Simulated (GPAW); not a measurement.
# Ge (Fd-3m) in GPAW: a series of runs

Runs on Ge. Level: PBE. Tasks: single point, relaxation of cell and atoms.

All numbers are computed with GPAW 26.7.0; they aren't measurements. Logs are shortened: lines on timing, memory, paths and dates and some standing lists are left out, and cuts for length are marked. The log counts tension as positive stress, the text compression.

**What was measured.**

“Electronic and optical properties of SixGe1-x-ySny alloys lattice-matched to Ge”, 2021, arxiv:2109.02782 reports, for a bulk crystal of Ge at 300 K: band gap 0.807 eV (direct).

The results are compared with them further down.

## Step 1: The structure

The structure is cubic, space group Fd-3m (No. 227). The conventional cell has a = 5.658 Å, b = 5.658 Å, c = 5.658 Å, α = 90.00°, β = 90.00°, γ = 90.00°. Around Ge (site symmetry -43m) lie 4 Ge at 2.45 Å.

## Step 2: Single point, PBE (volume scaled by 1.08)

The input, run.py:

```python
import spglib
from ase import Atoms
from ase.dft.bandgap import bandgap
from ase.io import read, write
from ase.units import GPa
from gpaw import GPAW, PW

atoms = read('Ge.cif')
cell, positions, numbers = spglib.find_primitive(
    (atoms.cell[:], atoms.get_scaled_positions(), atoms.numbers), symprec=1e-4)
atoms = Atoms(numbers, cell=cell, scaled_positions=positions, pbc=True)

calc = GPAW(mode=PW(500),
            xc='PBE',
            kpts={'size': (6, 6, 6), 'gamma': True},
            occupations={'name': 'fermi-dirac', 'width': 0.05},
            nbands=11,
            convergence={'density': 1e-05, 'energy': 1e-05},
            maxiter=80,
            txt='gpaw.txt')
atoms.calc = calc
energy = atoms.get_potential_energy()
forces = atoms.get_forces()
stress = atoms.get_stress()
calc.write('gs.gpw')
write('result.traj', atoms)
print(f'Energy: {energy:.6f} eV')
print('Forces (eV/A):')
print(forces.round(4))
print('Stress (GPa):', (stress / GPa).round(3))
print('Fermi level:', round(calc.get_fermi_level(), 4), 'eV')
print(f'Gap: {bandgap(calc)[0]:.4f} eV, direct: {bandgap(calc, direct=True)[0]:.4f} eV')
```

The input, Ge.cif:

```cif
data_Ge
_cell_length_a 5.80484167
_cell_length_b 5.80484167
_cell_length_c 5.80484167
_cell_angle_alpha 90.00000000
_cell_angle_beta 90.00000000
_cell_angle_gamma 90.00000000
_space_group_name_H-M_alt 'Fd-3m'
_space_group_name_Hall 'F 4d 2 3 -1d'
_space_group_IT_number 227
loop_
_space_group_symop_operation_xyz
'x,y,z'
'-y+1/4,x+1/4,z+1/4'
'-x,-y+1/2,z+1/2'
'y+3/4,-x+1/4,z+3/4'
'x,-y,-z'
'-y+1/4,-x+3/4,-z+3/4'
'-x,y+1/2,-z+1/2'
'y+3/4,x+3/4,-z+1/4'
'z,x,y'
'z+1/4,-y+1/4,x+1/4'
'z+1/2,-x,-y+1/2'
'z+3/4,y+3/4,-x+1/4'
'-z,x,-y'
'-z+3/4,-y+1/4,-x+3/4'
'-z+1/2,-x,y+1/2'
'-z+1/4,y+3/4,x+3/4'
'y,z,x'
'x+1/4,z+1/4,-y+1/4'
'-y+1/2,z+1/2,-x'
'-x+1/4,z+3/4,y+3/4'
'-y,-z,x'
'-x+3/4,-z+3/4,-y+1/4'
'y+1/2,-z+1/2,-x'
'x+3/4,-z+1/4,y+3/4'
'-x+1/4,-y+1/4,-z+1/4'
'y,-x,-z'
'x+1/4,y+3/4,-z+3/4'
'-y+1/2,x,-z+1/2'
'-x+1/4,y+1/4,z+1/4'
'y,x+1/2,z+1/2'
'x+1/4,-y+3/4,z+3/4'
'-y+1/2,-x+1/2,z'
'-z+1/4,-x+1/4,-y+1/4'
'-z,y,-x'
'-z+3/4,x+1/4,y+3/4'
'-z+1/2,-y+1/2,x'
'z+1/4,-x+1/4,y+1/4'
'z+1/2,y,x+1/2'
'z+3/4,x+1/4,-y+3/4'
'z,-y+1/2,-x+1/2'
'-y+1/4,-z+1/4,-x+1/4'
[... 89 lines left out ...]
'-z+1/4,x+1/4,y+1/4'
'-z,-y+1/2,x+1/2'
'z+3/4,-x+1/4,y+3/4'
'z,y,x'
'z+1/4,x+1/4,-y+1/4'
'z+1/2,-y+1/2,-x'
'-y+3/4,-z+1/4,-x+3/4'
'-x+1/2,-z,y+1/2'
'y+1/4,-z+3/4,x+3/4'
'x+1/2,-z+1/2,-y'
'y+3/4,z+1/4,-x+3/4'
'x,z+1/2,y+1/2'
'-y+1/4,z+3/4,x+3/4'
'-x,z,-y'
'x+1/2,y+1/2,z'
'-y+3/4,x+3/4,z+1/4'
'-x+1/2,-y,z+1/2'
'y+1/4,-x+3/4,z+3/4'
'x+1/2,-y+1/2,-z'
'-y+3/4,-x+1/4,-z+3/4'
'-x+1/2,y,-z+1/2'
'y+1/4,x+1/4,-z+1/4'
'z+1/2,x+1/2,y'
'z+3/4,-y+3/4,x+1/4'
'z,-x+1/2,-y+1/2'
'z+1/4,y+1/4,-x+1/4'
'-z+1/2,x+1/2,-y'
'-z+1/4,-y+3/4,-x+3/4'
'-z,-x+1/2,y+1/2'
'-z+3/4,y+1/4,x+3/4'
'y+1/2,z+1/2,x'
'x+3/4,z+3/4,-y+1/4'
'-y,z,-x'
'-x+3/4,z+1/4,y+3/4'
'-y+1/2,-z+1/2,x'
'-x+1/4,-z+1/4,-y+1/4'
'y,-z,-x'
'x+1/4,-z+3/4,y+3/4'
'-x+3/4,-y+3/4,-z+1/4'
'y+1/2,-x+1/2,-z'
'x+3/4,y+1/4,-z+3/4'
'-y,x+1/2,-z+1/2'
'-x+3/4,y+3/4,z+1/4'
'y+1/2,x,z+1/2'
'x+3/4,-y+1/4,z+3/4'
'-y,-x,z'
'-z+3/4,-x+3/4,-y+1/4'
'-z+1/2,y+1/2,-x'
'-z+1/4,x+3/4,y+3/4'
'-z,-y,x'
'z+3/4,-x+3/4,y+1/4'
'z,y+1/2,x+1/2'
'z+1/4,x+3/4,-y+3/4'
'z+1/2,-y,-x+1/2'
'-y+3/4,-z+3/4,-x+1/4'
'-x+1/2,-z+1/2,y'
'y+1/4,-z+1/4,x+1/4'
'x+1/2,-z,-y+1/2'
'y+3/4,z+3/4,-x+1/4'
'x,z,y'
'-y+1/4,z+1/4,x+1/4'
'-x,z+1/2,-y+1/2'
loop_
_atom_site_label
_atom_site_type_symbol
_atom_site_symmetry_multiplicity
_atom_site_Wyckoff_symbol
_atom_site_fract_x
_atom_site_fract_y
_atom_site_fract_z
_atom_site_occupancy
Ge1 Ge 8 a 0.2500000000 0.2500000000 0.2500000000 1
```

Potentials or basis: GPAW PAW data sets (gpaw-data 1.2.1), pw.

Run with:

```
$ OMP_NUM_THREADS=1 python run.py
```

gpaw.txt:

```text
__  _  _
 | _ |_)|_||  |
 |__||  | ||/\| - 26.7.0

Input parameters:
  mode=PW(ecut=500.0),
  convergence={'density': 1e-05, 'energy': 1e-05},
  kpts=MonkhorstPack(size=(6, 6, 6), gamma=True),
  maxiter=80,
  nbands=11,
  occupations=Occupations(name='fermi-dirac', width=0.05),
  xc=XC(name='PBE')

Diagonalizing LCAO Hamiltonian
Converting LCAO to pw mode

           Ge

       Ge

Atoms  # Å, Bohr magnetons
|   | symbol |        x |        y |        z |    initial magnetic moments |
|---|--------|----------|----------|----------|-----------------------------|
| 0 |     Ge | 1.451210 | 1.451210 | 1.451210 | ( 0.0000,  0.0000,  0.0000) |
| 1 |     Ge | 0.000000 | 0.000000 | 0.000000 | ( 0.0000,  0.0000,  0.0000) |

Unit cell  # Å
| periodic |        x |        y |        z |  lengths |    angles |
|----------|----------|----------|----------|----------|-----------|
|      yes | 0.000000 | 2.902421 | 2.902421 | 4.104643 | 60.000000 |
|      yes | 2.902421 | 0.000000 | 2.902421 | 4.104643 | 60.000000 |
|      yes | 2.902421 | 2.902421 | 0.000000 | 4.104643 | 60.000000 |

Number of symmetries: 24
Symmetry operations  # r_c * U_cc + t_c -> r_c
|    | kind |            matrix            |
|----|------|------------------------------|
|  0 |  E   |  1, 0, 0,  0, 1, 0,  0, 0, 1 |
|  1 |  σ   |  1, 0, 0,  0, 0, 1,  0, 1, 0 |
|  2 |  σ   |  1, 0,-1,  0, 1,-1,  0, 0,-1 |
|  3 |  C3  |  1, 0,-1,  0, 0,-1,  0, 1,-1 |
|  4 |  C3  |  1,-1, 0,  0,-1, 1,  0,-1, 0 |
|  5 |  σ   |  1,-1, 0,  0,-1, 0,  0,-1, 1 |
|  6 |  σ   |  0, 1, 0,  1, 0, 0,  0, 0, 1 |
|  7 |  C3  |  0, 1, 0,  0, 0, 1,  1, 0, 0 |
|  8 |  C2  |  0, 1,-1,  1, 0,-1,  0, 0,-1 |
|  9 |  S4  |  0, 1,-1,  0, 0,-1,  1, 0,-1 |
| 10 |  C3  |  0, 0, 1,  1, 0, 0,  0, 1, 0 |
| 11 |  σ   |  0, 0, 1,  0, 1, 0,  1, 0, 0 |
| 12 |  S4  |  0, 0,-1,  1, 0,-1,  0, 1,-1 |
| 13 |  C3  |  0, 0,-1,  0, 1,-1,  1, 0,-1 |
| 14 |  S4  |  0,-1, 1,  1,-1, 0,  0,-1, 0 |
| 15 |  C2  |  0,-1, 1,  0,-1, 0,  1,-1, 0 |
| 16 |  C3  |  0,-1, 0,  1,-1, 0,  0,-1, 1 |
| 17 |  S4  |  0,-1, 0,  0,-1, 1,  1,-1, 0 |
| 18 |  S4  | -1, 1, 0, -1, 0, 1, -1, 0, 0 |
| 19 |  C3  | -1, 1, 0, -1, 0, 0, -1, 0, 1 |
| 20 |  C3  | -1, 0, 1, -1, 1, 0, -1, 0, 0 |
| 21 |  S4  | -1, 0, 1, -1, 0, 0, -1, 1, 0 |
| 22 |  σ   | -1, 0, 0, -1, 1, 0, -1, 0, 1 |
| 23 |  C2  | -1, 0, 0, -1, 0, 1, -1, 1, 0 |

BZ-sampling:
  Number of BZ points: 216
  Number of IBZ points: 16

  Monkhorst-Pack size: [6, 6, 6]
  Monkhorst-Pack shift: [0.08333333333333333, 0.08333333333333333, 0.08333333333333333]

K-points  # in reciprocal-cell coordinates
|     |                                coordinates |     weight |
|-----|--------------------------------------------|------------|
|   0 | (  0.00000000,   0.00000000,   0.00000000) | 0.00462963 |
|   1 | (  0.16666667,   0.16666667,   0.00000000) | 0.02777778 |
|   2 | (  0.16666667,   0.16666667,   0.16666667) | 0.03703704 |
|   3 | (  0.33333333,   0.16666667,   0.16666667) | 0.05555556 |
|   4 | (  0.33333333,   0.33333333,  -0.33333333) | 0.05555556 |
|   5 | (  0.33333333,   0.33333333,   0.00000000) | 0.02777778 |
|   6 | (  0.33333333,   0.33333333,   0.16666667) | 0.11111111 |
|   7 | (  0.33333333,   0.33333333,   0.33333333) | 0.03703704 |
|   8 | (  0.50000000,   0.33333333,  -0.33333333) | 0.11111111 |
|   9 | (  0.50000000,   0.33333333,  -0.16666667) | 0.05555556 |
| ... |                                            |            |
|  15 | (  0.50000000,   0.50000000,   0.50000000) | 0.01851852 |

Plane wave coefficients: 1258
Cutoff: 500.0 eV

Spin-components: 1 (collinear spins)
Bands:           11
Projectors:      10
Spin-degeneracy: 2
Datatype:        complex128

Density:
  Valence electrons: 8.0
  Components: 1
  Grid points: [24 24 24]
  Charge: 0.0  # |e|

Potential:
  Grid points: [24 24 24]

species:
  Ge:
    name:    Germanium
    Z:       32.0
    valence: 4
    core:    28
    charge:  0.0  # [|e|]
    compensation charges:
      type: gauss
      rc: 0.32  # [Å]
      lmax: 2
    cutoffs:
      filter: 1.77  # [Å]
      core: 3.42  # [Å]
    projectors
    | kind |    occ | energy [eV] | rcut [Å] |
    |------|--------|-------------|----------|
    |   4s |  2.000 |     -11.726 |    1.005 |
    |   4p |  2.000 |      -3.896 |    1.005 |
    |    s |        |      15.485 |    1.005 |
    |    p |        |      23.315 |    1.005 |
    |    d |        |       0.000 |    1.005 |

    Using partial waves for Ge as LCAO basis

Reference energy: -114195.275705  # eV

eigensolver:
  PPCG
  Converge bands: occupied
  niter=2

density mixing:
  MSR1-Mixer
  Pratt-step length: 0.05
  Maximum mixing coefficient: 0.75
  Old densities: 10
  SVD Regularization: 0.005
  Good broyden scale: 1.0
  Trust region scale: 1.0
  Backstep threshold: 4.0
  History deletion threshold: 6.0
  Fourier metric: weight=20.0, sigma=0.015

occupation numbers:
  Fermi-Dirac:
    width: 0.0500  # eV

poisson solver:
  ecut: 4000.0  # eV

xc functional:
  name: PBE with 2 nearest neighbor stencil

convergence criteria:
- Maximum integral of absolute [dens]ity change: 1e-05 electrons / valence electron
- Maximum [total energy] change in last 3 cyles: 1e-05 eV / valence electron
- Maximum integral of absolute [eigenst]ate change: 4e-08 eV^2 / valence electron
maximum number of iterations: 80

SCF iterations
|iter     | |      energy | eigst |  dens |
|---------|-|-------------|-------|-------|
|iter:   1| |   -9.012520 | -0.48 |       |
|iter:   2| |   -9.011434 | -2.72 | -0.92 |
|iter:   3| |   -8.989830 | -2.82 | -0.94 |
|iter:   4| |   -8.989787 | -3.72 | -1.53 |
|iter:   5| |   -8.989873 | -5.31 | -2.53 |
|iter:   6| |   -8.989880 | -6.73 | -3.11 |
|iter:   7| |   -8.989881c| -8.04c| -3.83 |
|iter:   8| |   -8.989881c| -8.57c| -5.11c|

Converged in 8 steps
Energy contributions relative to reference atoms: (reference = -114195.275705)

Energy contributions:
  Kinetic:          17.576424
  Coulomb:         -16.203981
  Zero:              0.006126
  External:          0.000000
  Xc:              -10.367421
  Entropy:          -0.002055
  Spinorbit:         0.000000
  ----------------------------
  Free energy:      -8.990908
  Extrapolated:     -8.989881

dipole moment: (-22.103683, -22.103683, -22.103683)  # |e|*Ang

Fermi level: 5.129
Eigenvalues  # (at kpt = [0.000, 0.000, 0.000])
| band index |      eig [eV] | occ [0-2] |
|------------|---------------|-----------|
|          0 |        -7.004 |     2.000 |
|          1 |         4.590 |     2.000 |
|          2 |         5.191 |     0.451 |
|          3 |         5.191 |     0.451 |
|          4 |         5.191 |     0.451 |
|          5 |         7.709 |     0.000 |
|          6 |         7.709 |     0.000 |
|          7 |         7.709 |     0.000 |
|          8 |        11.454 |     0.000 |
|          9 |        14.385 |     0.000 |
|         10 |        14.385 |     0.000 |

No gap
No difference between direct/indirect transitions

Forces  # eV/Ang
|        x |        y |        z |
|----------|----------|----------|
| -0.00000 | -0.00000 | -0.00000 |  # Ge   0
|  0.00000 | -0.00000 |  0.00000 |  # Ge   1

Stress tensor  # eV/Ang^3
|         x |         y |        z |
|-----------|-----------|----------|
|  0.006184 | -0.000000 | 0.000000 |
| -0.000000 |  0.006184 | 0.000000 |
|  0.000000 |  0.000000 | 0.006184 |

# Writing to gs.gpw (mode='')
```

Run time: 5.8 s. Hardware: 1 thread of Arm Neoverse V1, shared host; peak memory 0.14 GiB.

Results:

| Quantity | Value |
| --- | --- |
| Free energy | -8.9909 eV |
| Pressure | -1.0 GPa |
| Band gap on the k mesh | none (metal or under the smearing width) |

Levels at points of the mesh, in eV from the Fermi level:
```tsv
k point	band 1	band 2	band 3	band 4	band 5	band 6	band 7
(0.00, 0.00, 0.00)	-12.13	-0.54	0.06	0.06	0.06	2.58	2.58
(0.50, 0.50, 0.00)	-8.55	-8.55	-2.75	-2.75	0.90	0.90	8.97
(0.50, 0.50, 0.50)	-10.24	-7.20	-1.23	-1.23	0.04	3.76	3.76
```

Caveat: the cutoff is short for stress and forces, so pressures can be off by a GPa or more.

(Continued in part 2 of 2.)
